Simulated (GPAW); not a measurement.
# Rh (Fm-3m) in GPAW: settings compared, part 2 of 3

GPAW 26.7.0.

## 4. Band structure, PBEsol, spin-orbit coupling, no magnetisation

The input, run.py:

```python
import numpy as np
from ase.dft.bandgap import bandgap
from ase.io import read, write
from ase.units import GPa
from gpaw import GPAW, PW, setup_paths
from gpaw.spinorbit import soc_eigenstates

setup_paths.insert(0, '.')

atoms = read('POSCAR')

calc = GPAW(mode=PW(600),
            xc='PBEsol',
            kpts={'size': (9, 9, 9), 'gamma': True},
            occupations={'name': 'fermi-dirac', 'width': 0.05},
            nbands=16,
            convergence={'density': 1e-05, 'energy': 1e-05},
            maxiter=150,
            txt='gpaw.txt')
atoms.calc = calc
energy = atoms.get_potential_energy()
forces = atoms.get_forces()
stress = atoms.get_stress()
calc.write('gs.gpw')
write('result.traj', atoms)
print(f'Energy: {energy:.6f} eV')
print('Forces (eV/A):')
print(forces.round(4))
print('Stress (GPa):', (stress / GPa).round(3))
print('Fermi level:', round(calc.get_fermi_level(), 4), 'eV')
print(f'Gap: {bandgap(calc)[0]:.4f} eV, direct: {bandgap(calc, direct=True)[0]:.4f} eV')

path = atoms.cell.bandpath('GXWKGLUWLK,UX', npoints=100, eps=1e-4)
bs_calc = calc.fixed_density(kpts=path, symmetry='off', nbands=24,
                             convergence={'bands': 'CBM+6.0', 'eigenstates': 1e-6}, txt='bands.txt')
bs = bs_calc.band_structure()
bs.write('bs.json')
print(f'Gap on the path: {bandgap(bs_calc)[0]:.4f} eV')

soc = soc_eigenstates(bs_calc, theta=90, phi=45)
np.savetxt('soc_bands.dat', soc.eigenvalues(), fmt='%.4f')
mesh = soc_eigenstates('gs.gpw', theta=90, phi=45)
np.savetxt('soc_mesh.dat', mesh.eigenvalues(), fmt='%.4f')
print('Fermi level with spin-orbit coupling:', round(mesh.fermi_level, 4), 'eV')
```

The input, POSCAR:

```
Rh
1.0
    0.0000000000      1.8978500000      1.8978500000
    1.8978500000      0.0000000000      1.8978500000
    1.8978500000      1.8978500000      0.0000000000
Rh
1
Direct
    0.0000000000      0.0000000000      0.0000000000
```

Potentials or basis: PAW data sets generated in the run's folder for this functional, pw.

Launch:

```
> gpaw-setup -f PBEsol Rh
> OMP_NUM_THREADS=1 python run.py
```

gpaw.txt:

```text
__  _  _
 | _ |_)|_||  |
 |__||  | ||/\| - 26.7.0

Input parameters:
  mode=PW(ecut=600.0),
  convergence={'density': 1e-05, 'energy': 1e-05},
  kpts=MonkhorstPack(size=(9, 9, 9), gamma=True),
  maxiter=150,
  nbands=16,
  occupations=Occupations(name='fermi-dirac', width=0.05),
  xc=XC(name='PBEsol')

Diagonalizing LCAO Hamiltonian
Converting LCAO to pw mode

       Rh

Atoms  # Å, Bohr magnetons
|   | symbol |        x |        y |        z |    initial magnetic moments |
|---|--------|----------|----------|----------|-----------------------------|
| 0 |     Rh | 0.000000 | 0.000000 | 0.000000 | ( 0.0000,  0.0000,  0.0000) |

Unit cell  # Å
| periodic |        x |        y |        z |  lengths |    angles |
|----------|----------|----------|----------|----------|-----------|
|      yes | 0.000000 | 1.897850 | 1.897850 | 2.683965 | 60.000000 |
|      yes | 1.897850 | 0.000000 | 1.897850 | 2.683965 | 60.000000 |
|      yes | 1.897850 | 1.897850 | 0.000000 | 2.683965 | 60.000000 |

Number of symmetries: 48
Symmetry operations  # r_c * U_cc + t_c -> r_c
|    | kind |            matrix            |
|----|------|------------------------------|
|  0 |  σ   |  1, 0, 0,  1, 0,-1,  1,-1, 0 |
|  1 |  C2  |  1, 0, 0,  1,-1, 0,  1, 0,-1 |
|  2 |  E   |  1, 0, 0,  0, 1, 0,  0, 0, 1 |
|  3 |  σ   |  1, 0, 0,  0, 0, 1,  0, 1, 0 |
|  4 |  C4  |  1, 0,-1,  1, 0, 0,  1,-1, 0 |
|  5 |  S6  |  1, 0,-1,  1,-1, 0,  1, 0, 0 |
|  6 |  σ   |  1, 0,-1,  0, 1,-1,  0, 0,-1 |
|  7 |  C3  |  1, 0,-1,  0, 0,-1,  0, 1,-1 |
|  8 |  S6  |  1,-1, 0,  1, 0, 0,  1, 0,-1 |
|  9 |  C4  |  1,-1, 0,  1, 0,-1,  1, 0, 0 |
| 10 |  C3  |  1,-1, 0,  0,-1, 1,  0,-1, 0 |
| 11 |  σ   |  1,-1, 0,  0,-1, 0,  0,-1, 1 |
| 12 |  σ   |  0, 1, 0,  1, 0, 0,  0, 0, 1 |
| 13 |  C4  |  0, 1, 0,  0, 1,-1, -1, 1, 0 |
| 14 |  C3  |  0, 1, 0,  0, 0, 1,  1, 0, 0 |
| 15 |  S6  |  0, 1, 0, -1, 1, 0,  0, 1,-1 |
| 16 |  C2  |  0, 1,-1,  1, 0,-1,  0, 0,-1 |
| 17 |  σ   |  0, 1,-1,  0, 1, 0, -1, 1, 0 |
| 18 |  S4  |  0, 1,-1,  0, 0,-1,  1, 0,-1 |
| 19 |  C4  |  0, 1,-1, -1, 1, 0,  0, 1, 0 |
| 20 |  C3  |  0, 0, 1,  1, 0, 0,  0, 1, 0 |
| 21 |  σ   |  0, 0, 1,  0, 1, 0,  1, 0, 0 |
| 22 |  S6  |  0, 0, 1,  0,-1, 1, -1, 0, 1 |
| 23 |  C4  |  0, 0, 1, -1, 0, 1,  0,-1, 1 |
| 24 |  S4  |  0, 0,-1,  1, 0,-1,  0, 1,-1 |
| 25 |  C3  |  0, 0,-1,  0, 1,-1,  1, 0,-1 |
| 26 |  C2  |  0, 0,-1,  0,-1, 0, -1, 0, 0 |
| 27 |  S6  |  0, 0,-1, -1, 0, 0,  0,-1, 0 |
| 28 |  S4  |  0,-1, 1,  1,-1, 0,  0,-1, 0 |
| 29 |  C4  |  0,-1, 1,  0, 0, 1, -1, 0, 1 |
| 30 |  C2  |  0,-1, 1,  0,-1, 0,  1,-1, 0 |
| 31 |  σ   |  0,-1, 1, -1, 0, 1,  0, 0, 1 |
| 32 |  C3  |  0,-1, 0,  1,-1, 0,  0,-1, 1 |
| 33 |  S6  |  0,-1, 0,  0, 0,-1, -1, 0, 0 |
| 34 |  S4  |  0,-1, 0,  0,-1, 1,  1,-1, 0 |
| 35 |  C2  |  0,-1, 0, -1, 0, 0,  0, 0,-1 |
| 36 |  C2  | -1, 1, 0,  0, 1, 0,  0, 1,-1 |
| 37 |  S6  | -1, 1, 0,  0, 1,-1,  0, 1, 0 |
| 38 |  S4  | -1, 1, 0, -1, 0, 1, -1, 0, 0 |
| 39 |  C3  | -1, 1, 0, -1, 0, 0, -1, 0, 1 |
| 40 |  S6  | -1, 0, 1,  0, 0, 1,  0,-1, 1 |
| 41 |  C2  | -1, 0, 1,  0,-1, 1,  0, 0, 1 |
| 42 |  C3  | -1, 0, 1, -1, 1, 0, -1, 0, 0 |
| 43 |  S4  | -1, 0, 1, -1, 0, 0, -1, 1, 0 |
| 44 |  C2  | -1, 0, 0,  0, 0,-1,  0,-1, 0 |
| 45 |  i   | -1, 0, 0,  0,-1, 0,  0, 0,-1 |
| 46 |  σ   | -1, 0, 0, -1, 1, 0, -1, 0, 1 |
| 47 |  C2  | -1, 0, 0, -1, 0, 1, -1, 1, 0 |

BZ-sampling:
  Number of BZ points: 729
  Number of IBZ points: 35

  Monkhorst-Pack size: [9, 9, 9]
  Monkhorst-Pack shift: [0, 0, 0]

K-points  # in reciprocal-cell coordinates
|     |                                coordinates |     weight |
|-----|--------------------------------------------|------------|
|   0 | (  0.00000000,   0.00000000,   0.00000000) | 0.00137174 |
|   1 | (  0.11111111,   0.11111111,   0.00000000) | 0.00823045 |
|   2 | (  0.11111111,   0.11111111,   0.11111111) | 0.01097394 |
|   3 | (  0.22222222,   0.11111111,   0.11111111) | 0.01646091 |
|   4 | (  0.22222222,   0.22222222,   0.00000000) | 0.00823045 |
|   5 | (  0.22222222,   0.22222222,   0.11111111) | 0.03292181 |
|   6 | (  0.22222222,   0.22222222,   0.22222222) | 0.01097394 |
|   7 | (  0.33333333,   0.22222222,   0.11111111) | 0.03292181 |
|   8 | (  0.33333333,   0.22222222,   0.22222222) | 0.03292181 |
|   9 | (  0.33333333,   0.33333333,  -0.33333333) | 0.01646091 |
| ... |                                            |            |
|  34 | (  0.44444444,   0.44444444,   0.44444444) | 0.01097394 |

Plane wave coefficients: 469
Cutoff: 600.0 eV

Spin-components: 1 (collinear spins)
Bands:           16
Projectors:      6
Spin-degeneracy: 2
Datatype:        complex128

Parallelization:
  kpt:    1
  domain: 1
  band:   1

Density:
  Valence electrons: 15.0
  Components: 1
  Grid points: [16 16 16]
  Charge: 0.0  # |e|

Potential:
  Grid points: [16 16 16]

species:
  Rh:
    name:    Rhodium
    Z:       45.0
    valence: 15
    core:    30
    charge:  0.0  # [|e|]
    compensation charges:
      type: gauss
      rc: 0.38  # [Å]
      lmax: 2
    cutoffs:
      filter: 2.48  # [Å]
      core: 2.35  # [Å]
    projectors
    | kind |    occ | energy [eV] | rcut [Å] |
    |------|--------|-------------|----------|
    |   5s |  1.000 |      -4.322 |    1.270 |
    |   4p |  6.000 |     -50.387 |    1.381 |
    |   5p |  0.000 |      -0.797 |    1.381 |
    |   4d |  8.000 |      -5.955 |    1.244 |
    |    s |        |      22.889 |    1.270 |
    |    d |        |      21.257 |    1.244 |

    Using partial waves for Rh as LCAO basis

Reference energy: -130069.661446  # eV

eigensolver:
  PPCG
  Converge bands: occupied
  niter=2

density mixing:
  MSR1-Mixer
  Pratt-step length: 0.05
  Maximum mixing coefficient: 0.75
  Old densities: 10
  SVD Regularization: 0.005
  Good broyden scale: 1.0
  Trust region scale: 1.0
  Backstep threshold: 4.0
  History deletion threshold: 6.0
  Fourier metric: weight=20.0, sigma=0.015

occupation numbers:
  Fermi-Dirac:
    width: 0.0500  # eV

poisson solver:
  ecut: 4800.0  # eV

xc functional:
  name: PBEsol with 2 nearest neighbor stencil

convergence criteria:
- Maximum integral of absolute [dens]ity change: 1e-05 electrons / valence electron
- Maximum [total energy] change in last 3 cyles: 1e-05 eV / valence electron
- Maximum integral of absolute [eigenst]ate change: 4e-08 eV^2 / valence electron
maximum number of iterations: 150

SCF iterations
|iter     | |      energy | eigst |  dens |
|---------|-|-------------|-------|-------|
|iter:   1| |   -8.833541 | +0.06 |       |
|iter:   2| |   -8.688149 | -2.72 | -1.08 |
|iter:   3| |   -8.166726 | -2.03 | -1.13 |
|iter:   4| |   -8.162159 | -3.70 | -2.29 |
|iter:   5| |   -8.160455 | -3.58 | -2.48 |
|iter:   6| |   -8.160448 | -6.21 | -3.53 |
|iter:   7| |   -8.160451c| -6.41 | -3.78 |
|iter:   8| |   -8.160451c| -7.94c| -5.38c|

Converged in 8 steps
Energy contributions relative to reference atoms: (reference = -130069.661446)

Energy contributions:
  Kinetic:          -5.546578
  Coulomb:           2.900368
  Zero:             -0.068529
  External:          0.000000
  Xc:               -5.441169
  Entropy:          -0.009088
  Spinorbit:         0.000000
  ----------------------------
  Free energy:      -8.164996
  Extrapolated:     -8.160451

dipole moment: (-11.528285, -11.528285, -11.528285)  # |e|*Ang

Fermi level: 11.725
Eigenvalues  # (at kpt = [0.000, 0.000, 0.000])
| band index |      eig [eV] | occ [0-2] |
|------------|---------------|-----------|
|          0 |       -34.554 |     2.000 |
|          1 |       -34.554 |     2.000 |
|          2 |       -34.554 |     2.000 |
|          3 |         3.722 |     2.000 |
|          4 |         8.679 |     2.000 |
|          5 |         8.679 |     2.000 |
[... 8 lines left out ...]
|         14 |        43.908 |     0.000 |
|         15 |        44.083 |     0.000 |

No gap
No difference between direct/indirect transitions

Forces  # eV/Ang
|        x |        y |        z |
|----------|----------|----------|
| -0.00000 | -0.00000 | -0.00000 |  # Rh   0

Stress tensor  # eV/Ang^3
|        x |        y |        z |
|----------|----------|----------|
| 0.007312 | 0.000000 | 0.000000 |
| 0.000000 | 0.007312 | 0.000000 |
| 0.000000 | 0.000000 | 0.007312 |

# Writing to gs.gpw (mode='')
```

Run time: 13 s. Hardware: 1 thread of Arm Neoverse V2, shared host; peak memory 0.2 GiB.

Results:

| Item | Value |
| --- | --- |
| Free energy | -8.1650 eV |
| Pressure | -1.2 GPa |
| Band gap along the path | none (metal or under the smearing width) |

Levels at the corners of the path, in eV from the Fermi level:
```csv
point,band 12,band 13,band 14,band 15,band 16,band 17
Γ,-3.16,-2.90,-2.90,-0.93,-0.93,-0.93
X,0.56,0.94,0.94,1.21,1.21,3.26
W,-3.76,-1.17,-1.17,1.06,1.06,9.58
K,-2.04,-0.65,-0.65,0.45,0.45,7.95
Γ,-3.16,-2.90,-2.90,-0.93,-0.93,-0.93
L,-3.00,0.55,0.55,0.72,0.72,0.73
U,-2.04,-0.65,-0.65,0.45,0.45,7.95
W,-3.76,-1.17,-1.17,1.06,1.06,9.58
L,-3.00,0.55,0.55,0.72,0.72,0.73
K,-2.04,-0.65,-0.65,0.45,0.45,7.95
U,-2.04,-0.65,-0.65,0.45,0.45,7.95
X,0.56,0.94,0.94,1.21,1.21,3.26
```

Caveat: spin-orbit coupling was added after a scalar SCF, so levels and gaps hold it while energy, forces, pressure and moments don't; this program's spin-orbit splittings come out too wide for heavy elements.

(Continued in part 3 of 3.)
